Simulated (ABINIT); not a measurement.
Crystal: I.

```
CELL_PARAMETERS angstrom
3.63503 -2.39502 0.00000
3.63503 2.39502 0.00000
0.00000 0.00000 9.79344
ATOMIC_POSITIONS crystal
I 0.64930 0.35070 0.38440
I 0.14930 0.85070 0.11560
I 0.35070 0.64930 0.61560
I 0.85070 0.14930 0.88440
```

Base run:

| Item | Value |
| --- | --- |
| Program | ABINIT 10.8.3 (patched build) |
| Functional | HCTH407 |
| Potentials or basis | JTH PAW PBE v2.0 |
| Cutoff | 408 eV |
| k mesh | 7 × 7 × 3 |
| Occupations | fermi-dirac, width 0.05 eV |
| Spin | no spin polarisation |

Its results: band gap on the k mesh 1.37 eV, indirect (least direct gap 1.45 eV); pressure 4.1 GPa; largest force 0.579 eV/Å.

Question: The run is repeated on the same cell with these changes: functional from HCTH407 to BLYP. What comes out?

Answer: Band gap on the k mesh 1.29 eV, indirect (least direct gap 1.37 eV); pressure 4.1 GPa; largest force 1.263 eV/Å.

Caveats: the PAW data sets were made with another functional, which shifts forces and pressure a little; spin-orbit coupling is left out, which moves the levels of the heavy elements.

Not every run made on this cell is shown here.
